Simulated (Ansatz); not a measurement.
**Zr2O: a trial structure relaxed**

Where does Zr2O go from the start given, anti-rutile type (P4_2/mnm, No. 136)?

Program: Ansatz 0.2.0. Level of theory: DFT r2SCAN, scalar-relativistic, plane waves, PAW. These are calculated values, not measurements.

## Step 1: Starting point

Symmetry: P4_2/mnm, No. 136, tetragonal system. The conventional cell has a = 5.361 Å, b = 5.361 Å, c = 3.453 Å, α = 90.00°, β = 90.00°, γ = 90.00°. Zr (site symmetry m2m) is surrounded by 3 O at 2.27 to 2.32 Å. O (site symmetry mmm) is surrounded by 6 Zr at 2.27 to 2.32 Å.

As a file:

```cif
data_structure
_symmetry_space_group_name_H-M 'P4_2/mnm'
_symmetry_Int_Tables_number 136
_cell_length_a 5.3608
_cell_length_b 5.3608
_cell_length_c 3.4529
_cell_angle_alpha 90.000
_cell_angle_beta 90.000
_cell_angle_gamma 90.000
_cell_volume 99.23
loop_
_atom_site_label
_atom_site_type_symbol
_atom_site_symmetry_multiplicity
_atom_site_Wyckoff_symbol
_atom_site_fract_x
_atom_site_fract_y
_atom_site_fract_z
_atom_site_occupancy
Zr1 Zr 4 f 0.30600 0.30600 0.00000 1
O1 O 2 a 0.00000 0.00000 0.00000 1
```

This is candidate A: anti-rutile type (P4_2/mnm, No. 136).

## Step 2: Quick check of gap, pressure and forces (candidate A)

Input file input.yaml:

```yaml
crystal:
  lattice:
    - [5.3608418863, 0.0, 0.0]
    - [0.0, 5.3608418863, 0.0]
    - [0.0, 0.0, 3.4529236268]
  atoms:
    - { symbol: Zr, position: [0.306, 0.306, 0.0] }
    - { symbol: Zr, position: [0.194, 0.806, 0.5] }
    - { symbol: Zr, position: [0.694, 0.694, 0.0] }
    - { symbol: Zr, position: [0.806, 0.194, 0.5] }
    - { symbol: O, position: [0.0, 0.0, 0.0] }
    - { symbol: O, position: [0.5, 0.5, 0.5] }
basis:
  ecutwfc: 500
kpoints:
  mp_grid: { grid: [4, 4, 6] }
hamiltonian:
  xc: r2scan
scf:
  occupations: { method: gaussian, width: 0.1 }
  lower_state_search: "off"
output:
  forces: true
  stress: true
  eigenvalues: true
```

Started as:

```
ansatz run input.yaml --threads 1 --pin off --max-ram 3072MiB --backend cpu --events-out ev --progress --plain --runs-dir out
```

Output, shortened:

```text
[...]
SCF converged after 8 iterations
Free energy (F): -17923.119574 eV
[...]
E sigma→0 (E₀):  -17923.110837 eV
Entropy (-TS):   -0.017474 eV (-2.912 meV/atom)
Fermi energy:    15.150236 eV
[...]
--- Forces (eV/Å), atoms counted from 1 ---
  atom   1  Zr    -1.04374755    -1.04374755     0.00000000
  atom   2  Zr     1.04374755    -1.04374755     0.00000000
  atom   3  Zr     1.04374755     1.04374755     0.00000000
  atom   4  Zr    -1.04374755     1.04374755     0.00000000
  atom   5  O      0.00000000    -0.00000000     0.00000000
  atom   6  O      0.00000000     0.00000000     0.00000000
[...]
--- Stress (GPa, compression-positive) ---
        0.202311       0.000000       0.000000
        0.000000       0.202311       0.000000
        0.000000       0.000000     -10.837316
  P = ⅓ Tr σ = -3.4776 GPa (-34.776 kbar)
--- Band table (eV; the first three rows and the last of 24) ---
[...]
```

It took 11 s on 1 thread of Arm Neoverse V2, shared host; peak memory 0.56 GiB.

The probe gives pressure -3.5 GPa, largest force 1.48 eV/Å, gap on this mesh none (metal). Stress or forces are large, so a loose relaxation on a coarse mesh comes first.

## Step 3: Coarse relaxation (candidate A)

Changes to input.yaml since step 2:

```diff
@@ -25 +25,6 @@
   eigenvalues: true
+relax:
+  adjacent_minimum: "off"
+  f_tol: 0.04
+  max_steps: 70
+  cell: { stress_tol: 0.4 }
```

Started as:

```
ansatz run input.yaml --threads 1 --pin off --max-ram 3072MiB --backend cpu --events-out ev --progress --plain --runs-dir out
```

Output:

```text
Warning: RAYON_NUM_THREADS=1 ignored (pool sized by the plan → 1); use --threads N
Engine: ansatz 0.2.0, aarch64-unknown-linux-gnu
Pseudopotentials: kind: paw
Pseudopotential: Zr, paw, valence charge 12, recommended cutoff 500 eV (meta_gga), Zr.paw.azcp
Pseudopotential: O, paw, valence charge 6, recommended cutoff 500 eV (meta_gga), O.paw.azcp
Functional definition: r2SCAN
  parameter k0 = 0.174
  parameter k1 = 0.065
  parameter a1 = 4.9479
  exchange = r2scan_x(k0 = k0, k1 = k1, a1 = a1)
  correlation = r2scan_c
Crystal: 6 atoms, lattice volume = 99.232 Å³
Basis set: ecut = 500 eV, 2521 PW (Γ), exchange–correlation on 160×160×108 points (64 copies of the dense FFT grid, shifted against one another)
Bands: 36, of which v1, the nominal top of the filled ones, is band 30 counted from 1 (29 counted from 0)
Symmetry: 16 space group operations
Space group: P42/mnm (ITA 136), of the structure as read, at distance tolerance 4.6e-5 Å
k-points: 24 of 96
Non-local potential: Zr, projectors of the file, l = 0: 3, l = 1: 2, l = 2: 2, l = 3: 2
Non-local potential: O, projectors of the file, l = 0: 2, l = 1: 2, l = 2: 1
PAW form: soft (Blöchl's): semilocal exchange-correlation on the pseudo side does not see the compensation charge
PAW frozen core: Zr, regenerated for the run's functional (the file was generated under x = pbe(κ = 0.804, μ = 0.2195149727645171), c = pbe(β = 0.06672455060314922))
PAW frozen core: O, regenerated for the run's functional (the file was generated under x = pbe(κ = 0.804, μ = 0.2195149727645171), c = pbe(β = 0.06672455060314922))
PAW one-centre angular grid: Zr, 590 points (default); XC on 160 Gauss nodes
PAW one-centre angular grid: O, 302 points (default); XC on 160 Gauss nodes
Initial density: superposition of atomic densities (neutral atoms: chi_scale 0, normalization atom), corrected by the library's trained network
Initial wavefunctions: pseudopotential atomic-orbital guess
Functional: x = r2scan, c = r2scan; τ floored in thin density (d = 2e-4 eV/Å³)
SCF iter   1: F=-17922.917634 eV  HF=-17922.920258 eV  |F-HF|=2.62e-3  |Δ(HF+E_count)|=         —  Δρ=1.91e-2  dr2=4.00e-1  dr2_τ=2.08e-1  ethr=1.77e-3  ⟨swp⟩=4.8  Hψ=3541  notcnv=0
preconditioner: auto → Resta (q_TF=auto, 2.509 Å⁻¹)  ε∞=10.0  [insulator: Δε(μ)=0.120 eV  Ē_g=6.100 eV  σ=0.100 eV  W_gap=0.56  n_scr=30 (ndim 8)  ℏωp=18.3 eV  f_vac=0.000  D(μ)=3.32/eV (n_scr^D=22)  ε∞_Penn≈10.0]
SCF iter   2: F=-17923.105870 eV  HF=-17923.113780 eV  |F-HF|=7.91e-3  |Δ(HF+E_count)|=   1.94e-1  Δρ=8.35e-3  dr2=5.70e-2  dr2_τ=8.85e-3  ethr=6.67e-4  ⟨swp⟩=2.0  Hψ=1611  notcnv=0  defer=21
preconditioner: auto → Kerker (q_TF=auto, 2.509 Å⁻¹)  [metal: Δε(μ)=0.097 eV  Ē_g=5.939 eV  σ=0.100 eV  W_gap=0.49  n_scr=30 (ndim 8)  ℏωp=18.3 eV  f_vac=0.000  D(μ)=3.32/eV (n_scr^D=30)]
SCF iter   3: F=-17923.117219 eV  HF=-17923.117364 eV  |F-HF|=1.45e-4  |Δ(HF+E_count)|=   3.58e-3  Δρ=3.82e-3  dr2=1.23e-2  dr2_τ=6.90e-4  ethr=9.49e-5  ⟨swp⟩=2.5  Hψ=1468  notcnv=0  defer=21
SCF iter   4: F=-17923.119459 eV  HF=-17923.119461 eV  |F-HF|=2.28e-6  |Δ(HF+E_count)|=   2.10e-3  Δρ=6.53e-4  dr2=5.10e-4  dr2_τ=2.43e-5  ethr=2.05e-5  ⟨swp⟩=3.0  Hψ=1597  notcnv=0  defer=21
SCF iter   5: F=-17923.119558 eV  HF=-17923.119577 eV  |F-HF|=1.86e-5  |Δ(HF+E_count)|=   1.16e-4  Δρ=1.29e-4  dr2=2.96e-5  dr2_τ=6.52e-7  ethr=8.50e-7  ⟨swp⟩=3.0  Hψ=1687  notcnv=0  defer=21
SCF iter   6: F=-17923.119572 eV  HF=-17923.119573 eV  |F-HF|=1.04e-6  |Δ(HF+E_count)|=   3.31e-6  Δρ=6.32e-5  dr2=2.72e-6  dr2_τ=3.23e-7  ethr=4.93e-8  ⟨swp⟩=2.0  Hψ=1194  notcnv=0  defer=21
SCF iter   7: F=-17923.119573 eV  HF=-17923.119574 eV  |F-HF|=7.99e-8  |Δ(HF+E_count)|=   4.28e-8  Δρ=1.11e-5  dr2=1.64e-7  dr2_τ=1.25e-8  ethr=4.53e-9  ⟨swp⟩=2.0  Hψ=1183  notcnv=0  defer=21
SCF iter   8: F=-17923.119574 eV  HF=-17923.119574 eV  |F-HF|=8.59e-10  |Δ(HF+E_count)|=   4.79e-9  Δρ=2.42e-6  dr2=4.49e-9  dr2_τ=5.54e-10  ethr=1.67e-10  ⟨swp⟩=8.2  Hψ=3211  notcnv=0
SCF 1 converged in 8 iterations: F = -17923.119574 eV  dr2 = 4.49e-9
relax step   1: F+E_penalty+E_count = -17923.11957353 eV  Δ(F+E_penalty+E_count) = +0.000e0 eV  max|allowed force component| = 1.044e0 eV/Å  Δτ_max = 0.0000 Å  P = -3.478 GPa  Ω = 99.232 Å³  (8 SCF iters, dr2 threshold 1.00e-7 eV, accepted)
Crystal: 6 atoms, lattice volume = 95.942 Å³
Basis set: ecut = 500 eV, 2439 PW (Γ), exchange–correlation on 160×160×108 points (64 copies of the dense FFT grid, shifted against one another)
Initial density: handed on by an earlier stage of this run
Initial wavefunctions: those handed on with the density
iter 1 solved again at ethr=3.09e-4 eV; its pass at ethr=3.10e-3 eV (dr2=1.86e-1 eV) is discarded
SCF iter   1: F=-17923.531486 eV  HF=-17922.768524 eV  |F-HF|=7.63e-1  |Δ(HF+E_count)|=         —  Δρ=1.33e-2  dr2=1.85e-1  dr2_τ=2.98e0  ethr=3.09e-4  ⟨swp⟩=1.0  Hψ=4976  notcnv=0
preconditioner: auto → Kerker (q_TF=auto, 2.523 Å⁻¹)  [metal: Δε(μ)=0.088 eV  Ē_g=6.118 eV  σ=0.100 eV  W_gap=0.46  n_scr=30 (ndim 8)  ℏωp=18.6 eV  f_vac=0.000  D(μ)=2.51/eV (n_scr^D=10)]
SCF iter   2: F=-17923.632783 eV  HF=-17923.656345 eV  |F-HF|=2.36e-2  |Δ(HF+E_count)|=   8.88e-1  Δρ=7.74e-3  dr2=5.69e-2  dr2_τ=2.79e-3  ethr=3.09e-4  ⟨swp⟩=2.0  Hψ=1826  notcnv=0
SCF iter   3: F=-17923.643105 eV  HF=-17923.648767 eV  |F-HF|=5.66e-3  |Δ(HF+E_count)|=   7.58e-3  Δρ=2.54e-3  dr2=1.08e-2  dr2_τ=1.35e-3  ethr=9.48e-5  ⟨swp⟩=2.4  Hψ=1385  notcnv=0
SCF iter   4: F=-17923.647050 eV  HF=-17923.647152 eV  |F-HF|=1.02e-4  |Δ(HF+E_count)|=   1.62e-3  Δρ=1.34e-3  dr2=1.52e-3  dr2_τ=1.63e-4  ethr=1.79e-5  ⟨swp⟩=2.0  Hψ=1247  notcnv=0
SCF iter   5: F=-17923.647235 eV  HF=-17923.647322 eV  |F-HF|=8.70e-5  |Δ(HF+E_count)|=   1.70e-4  Δρ=6.42e-4  dr2=3.23e-4  dr2_τ=3.36e-5  ethr=2.54e-6  ⟨swp⟩=2.2  Hψ=1383  notcnv=0
SCF iter   6: F=-17923.647357 eV  HF=-17923.647354 eV  |F-HF|=2.91e-6  |Δ(HF+E_count)|=   3.16e-5  Δρ=8.77e-5  dr2=5.32e-6  dr2_τ=7.73e-7  ethr=5.38e-7  ⟨swp⟩=2.0  Hψ=1173  notcnv=0
SCF iter   7: F=-17923.647358 eV  HF=-17923.647358 eV  |F-HF|=1.85e-7  |Δ(HF+E_count)|=   3.99e-6  Δρ=2.41e-5  dr2=5.28e-7  dr2_τ=5.04e-8  ethr=1.00e-9  ⟨swp⟩=5.8  Hψ=4387  notcnv=0
SCF 2 converged in 7 iterations: F = -17923.647358 eV  dr2 = 5.28e-7
relax step   2: F+E_penalty+E_count = -17923.64735814 eV  Δ(F+E_penalty+E_count) = -5.278e-1 eV  max|allowed force component| = 2.906e-1 eV/Å  Δτ_max = 0.1088 Å  P = +0.331 GPa  Ω = 95.942 Å³  energy of the carried Pulay correction = +2.271e-3 eV  (7 SCF iters, dr2 threshold 6.00e-7 eV, accepted)
Crystal: 6 atoms, lattice volume = 96.326 Å³
Basis set: ecut = 500 eV, 2455 PW (Γ), exchange–correlation on 160×160×108 points (64 copies of the dense FFT grid, shifted against one another)
iter 1 solved again at ethr=1.48e-5 eV; its pass at ethr=3.10e-3 eV (dr2=8.86e-3 eV) is discarded
SCF iter   1: F=-17923.667774 eV  HF=-17923.521331 eV  |F-HF|=1.46e-1  |Δ(HF+E_count)|=         —  Δρ=3.96e-3  dr2=8.86e-3  dr2_τ=3.76e-1  ethr=1.48e-5  ⟨swp⟩=2.0  Hψ=4235  notcnv=0
preconditioner: auto → Kerker (q_TF=auto, 2.521 Å⁻¹)  [metal: Δε(μ)=0.090 eV  Ē_g=6.146 eV  σ=0.100 eV  W_gap=0.46  n_scr=30 (ndim 8)  ℏωp=18.5 eV  f_vac=0.000  D(μ)=2.23/eV (n_scr^D=10)]
SCF iter   2: F=-17923.675318 eV  HF=-17923.676155 eV  |F-HF|=8.36e-4  |Δ(HF+E_count)|=   1.55e-1  Δρ=2.36e-3  dr2=2.75e-3  dr2_τ=1.97e-4  ethr=1.48e-5  ⟨swp⟩=2.0  Hψ=1754  notcnv=0
SCF iter   3: F=-17923.675793 eV  HF=-17923.675887 eV  |F-HF|=9.38e-5  |Δ(HF+E_count)|=   2.68e-4  Δρ=6.29e-4  dr2=3.51e-4  dr2_τ=5.49e-5  ethr=4.59e-6  ⟨swp⟩=2.2  Hψ=1334  notcnv=0
SCF iter   4: F=-17923.675881 eV  HF=-17923.675880 eV  |F-HF|=1.83e-6  |Δ(HF+E_count)|=   7.07e-6  Δρ=3.09e-4  dr2=7.95e-5  dr2_τ=1.07e-5  ethr=5.85e-7  ⟨swp⟩=2.0  Hψ=1083  notcnv=0
SCF iter   5: F=-17923.675895 eV  HF=-17923.675892 eV  |F-HF|=2.38e-6  |Δ(HF+E_count)|=   1.29e-5  Δρ=2.12e-4  dr2=2.96e-5  dr2_τ=3.45e-6  ethr=1.32e-7  ⟨swp⟩=2.3  Hψ=1084  notcnv=0
SCF iter   6: F=-17923.675901 eV  HF=-17923.675900 eV  |F-HF|=2.00e-7  |Δ(HF+E_count)|=   7.94e-6  Δρ=2.70e-5  dr2=5.94e-7  dr2_τ=4.97e-8  ethr=1.00e-9  ⟨swp⟩=4.7  Hψ=4373  notcnv=0
SCF 3 converged in 6 iterations: F = -17923.675901 eV  dr2 = 5.94e-7
relax step   3: F+E_penalty+E_count = -17923.67590055 eV  Δ(F+E_penalty+E_count) = -2.854e-2 eV  max|allowed force component| = 3.438e-2 eV/Å  Δτ_max = 0.0389 Å  P = -0.315 GPa  Ω = 96.326 Å³  energy of the carried Pulay correction = +2.002e-3 eV  (6 SCF iters, dr2 threshold 6.00e-7 eV, accepted)
Basis set: ecut = 500 eV, 2455 PW (Γ), exchange–correlation on 160×160×96 points (64 copies of the dense FFT grid, shifted against one another)
Initial wavefunctions: pseudopotential atomic-orbital guess (no wavefunctions were taken with the density)
iter 1 solved again at ethr=2.71e-8 eV; its pass at ethr=3.10e-3 eV (dr2=1.63e-5 eV) is discarded
SCF iter   1: F=-17923.674064 eV  HF=-17923.674037 eV  |F-HF|=2.75e-5  |Δ(HF+E_count)|=         —  Δρ=1.96e-4  dr2=3.87e-6  dr2_τ=3.10e-5  ethr=2.71e-8  ⟨swp⟩=3.4  Hψ=6252  notcnv=0
preconditioner: auto → Kerker (q_TF=auto, 2.521 Å⁻¹)  [metal: Δε(μ)=0.063 eV  Ē_g=6.152 eV  σ=0.100 eV  W_gap=0.34  n_scr=30 (ndim 8)  ℏωp=18.5 eV  f_vac=0.000  D(μ)=2.28/eV (n_scr^D=10)]
SCF iter   2: F=-17923.674065 eV  HF=-17923.674058 eV  |F-HF|=6.49e-6  |Δ(HF+E_count)|=   2.15e-5  Δρ=1.04e-4  dr2=1.27e-6  dr2_τ=1.84e-6  ethr=6.46e-9  ⟨swp⟩=2.5  Hψ=1501  notcnv=0
SCF iter   3: F=-17923.674065 eV  HF=-17923.674065 eV  |F-HF|=3.17e-8  |Δ(HF+E_count)|=   6.70e-6  Δρ=1.23e-5  dr2=1.07e-7  dr2_τ=2.32e-8  ethr=2.12e-9  ⟨swp⟩=2.0  Hψ=1398  notcnv=0
SCF iter   4: F=-17923.674065 eV  HF=-17923.674065 eV  |F-HF|=1.36e-9  |Δ(HF+E_count)|=  9.28e-10  Δρ=4.17e-6  dr2=2.09e-8  dr2_τ=2.14e-9  ethr=1.78e-10  ⟨swp⟩=2.0  Hψ=1155  notcnv=0
SCF iter   5: F=-17923.674065 eV  HF=-17923.674065 eV  |F-HF|=2.44e-10  |Δ(HF+E_count)|=   6.68e-9  Δρ=1.36e-6  dr2=2.49e-9  dr2_τ=2.51e-10  ethr=6.40e-12  ⟨swp⟩=3.2  Hψ=3487  notcnv=0
SCF 4 converged in 5 iterations: F = -17923.674065 eV  dr2 = 2.49e-9
relax step   4: F+E_penalty+E_count = -17923.67406513 eV  Δ(F+E_penalty+E_count) = +1.835e-3 eV  max|allowed force component| = 3.441e-2 eV/Å  Δτ_max = 0.0000 Å  P = -0.313 GPa  Ω = 96.326 Å³  stress off target by 3.54e-1 GPa  SCF on the basis re-selected at this cell (its energy is not comparable with the rows above)  (5 SCF iters)
basis re-selected at this cell: Δ(F+E_penalty+E_count) = +1.835e-3 eV, ΔP = +0.002 GPa vs the last step (what re-selecting the basis moved, of the pressure what is left beyond the Pulay correction that the steps carried, after the strain that the cell walked since its last selection, with what the two solves' SCF thresholds leave and, on support functions, any second-order correction that the steps lacked; it is no measure of the basis error at this ecutwfc). The dense FFT grid was sized anew with the basis: this SCF ran on 40×40×24 points, the steps before it on 40×40×27, so part of this shift can come from that change (see relax.cell in the input reference). This SCF's stress stands 3.54e-1 GPa from its target on what of the cell is left free (relax.cell.stress_tol is 4.00e-1 GPa) and its largest allowed force component is 3.44e-2 eV/Å (relax.f_tol is 4.00e-2 eV/Å): within both
SCF converged after 5 iterations
Free energy (F): -17923.674065 eV
Harris-Foulkes:  -17923.674065 eV  (|F-HF|=2.44e-10)
Internal energy: -17923.662647 eV  (E = F + TS)
E sigma→0 (E₀):  -17923.668356 eV
Entropy (-TS):   -0.011418 eV (-1.903 meV/atom)
Fermi energy:    15.602041 eV
--- Per-component energies (eV) ---
  E_band       = -345.094850
  E_kinetic    = 1689.624895
  E_local      = -3007.131141  (includes V_loc(G=0)·N_el)
  E_nonlocal   = 410.676615
  E_hartree    = 977.178592
  E_xc         = -772.525226
  E_vxc        = -1058.737120  (∫ρ·V_xc dr)
  E_paw        = -12203.275337  (= ΣΔE_a)
  E_vpaw       = -396.604780  (= ΣTr[D̂ρ^β])
  E_aug_tail   = 0.002107  (compensation charges beyond the density's cutoff)
  E_vtau       = 62.716587  (kinetic-family band-sum trace: ∫τ·v_τ [+ j·A + Jᵃ·Aᵃ] dr)
  E_ewald      = -5017.490304
  E_core_change = -0.722848  (= ΣΔE_core)
  E_smearing   = -0.011418  (= −TS)
  E_closure    = 0.000000  (closes the sum)
  Σ components = -17923.674065   (vs F -17923.674065, Δ=0.00e0)
--- Forces (eV/Å), atoms counted from 1 ---
  atom   1  Zr     0.03440505     0.03440505     0.00000000
  atom   2  Zr    -0.03440505     0.03440505     0.00000000
  atom   3  Zr    -0.03440505    -0.03440505     0.00000000
  atom   4  Zr     0.03440505    -0.03440505     0.00000000
  atom   5  O      0.00000000    -0.00000000     0.00000000
  atom   6  O      0.00000000     0.00000000     0.00000000
  max |Σ_I F_I| component: 2.78e-17 eV/Å
--- Stress (GPa, compression-positive) ---
       -0.293100       0.000000       0.000000
        0.000000      -0.293100       0.000000
        0.000000       0.000000      -0.353865
  P = ⅓ Tr σ = -0.3134 GPa (-3.134 kbar)
--- Band table (eV; the first three rows and the last of 24) ---
  k-point 0: bands = ["-35.4067", "-35.2663", "-35.2663", "-35.1832", "-14.0146", "-13.0177", "-13.0177", "-12.9852", "-12.6628", "-12.5105", "-12.4019", "-12.4019", "-12.2779", "-12.2779", "-12.2405", "-12.1362", "-6.8966", "-5.4621", "7.5075", "7.5075", "7.9568", "8.7343", "8.7343", "9.2226", "10.8271", "12.8449", "14.7883", "14.7883", "15.4743", "15.5695", "15.9372", "16.4014", "16.6959", "16.6959", "16.9752", "17.7366"]
  k-point 1: bands = ["-35.3819", "-35.2565", "-35.2565", "-35.1880", "-13.9123", "-12.9635", "-12.9635", "-12.9196", "-12.7617", "-12.5877", "-12.5264", "-12.5264", "-12.4265", "-12.3044", "-12.3044", "-12.1828", "-6.7573", "-5.5275", "7.7420", "7.7420", "7.7435", "8.7299", "8.7299", "8.9747", "11.3913", "13.3517", "14.2911", "14.2911", "15.1211", "15.1479", "16.0342", "17.0546", "17.1495", "17.1495", "17.6535", "17.8685"]
  k-point 2: bands = ["-35.3210", "-35.2369", "-35.2369", "-35.2086", "-13.6525", "-12.9479", "-12.9095", "-12.8318", "-12.8318", "-12.7613", "-12.7613", "-12.7457", "-12.6611", "-12.3876", "-12.3876", "-12.3186", "-6.4413", "-5.7411", "7.5921", "8.1564", "8.1564", "8.4119", "8.6503", "8.6503", "12.6329", "13.9901", "13.9901", "14.2086", "14.3821", "14.3830", "16.7769", "16.8612", "16.8612", "18.0670", "18.2900", "18.5825"]
  k-point 23: bands = ["-35.2499", "-35.2499", "-35.2316", "-35.2316", "-13.6275", "-13.6275", "-13.1205", "-13.1205", "-12.7234", "-12.7234", "-12.5108", "-12.5108", "-12.4357", "-12.4357", "-12.2900", "-12.2900", "-6.1425", "-6.1425", "7.8860", "7.8860", "8.3215", "8.3215", "8.3619", "8.3619", "12.9345", "12.9345", "14.1149", "14.1149", "14.5682", "14.5682", "16.2204", "16.2204", "17.9344", "17.9344", "18.8362", "18.8362"]
--- Relaxed structure (3 steps of the walk, 3 accepted, 1 SCFs on fresh bases) ---
  F+E_penalty+E_count = -17923.67406513 eV   max|allowed force component| = 3.441e-2 eV/Å   (the final SCF, on the basis selected at the relaxed cell)
  cell:  # Å, volume = 96.3259 Å³
    - [5.414910456171036, -8.920362134631876e-34, 0.0]
    - [0.0, 5.414910456171037, 0.0]
    - [0.0, 0.0, 3.285191541378805]
  atoms:
    - { symbol: Zr, position: [0.2865141262682787, 0.28651412626827877, 0.0] }
    - { symbol: Zr, position: [0.21348587373172126, 0.7865141262682788, 0.5] }
    - { symbol: Zr, position: [0.7134858737317211, 0.7134858737317212, 0.0] }
    - { symbol: Zr, position: [0.7865141262682788, 0.2134858737317212, 0.5] }
    - { symbol: O, position: [5.393193559174637e-19, -1.0786387118349289e-19, 0.0] }
    - { symbol: O, position: [0.5, 0.5, 0.5] }
```

It took 45 s on 1 thread of Arm Neoverse V2, shared host; peak memory 0.58 GiB.

The steps of the relaxation:

```
step  energy from step 1 (eV/cell)  largest force component (eV/Å)  pressure (GPa)  volume (Å³)
   1                        0.0000                          1.0437           -3.48        99.23
   2                       -0.5278                          0.2906            0.33        95.94
   3                       -0.5563                          0.0344           -0.32        96.33
   4                       -0.5545                          0.0344           -0.31        96.33
```

Step 1 is the start. Step 4 repeats the geometry before it on a plane-wave basis chosen anew for that cell, so its energy need not be comparable with the rows above.

|  | before | after | change |
| --- | --- | --- | --- |
| a (Å) | 5.361 | 5.415 | +1.0 % |
| b (Å) | 5.361 | 5.415 | +1.0 % |
| c (Å) | 3.453 | 3.285 | -4.9 % |
| volume (Å³/atom) | 16.54 | 16.05 | -2.9 % |
| shortest distance (Å) | 2.268 | 2.194 | -3.3 % |
| space group (0.01 Å) | P4_2/mnm | P4_2/mnm | same |

Forces and stress were held to the start's 16 operations: a distortion of lower symmetry was not tested.

(Part 1 of 2 ends here.)
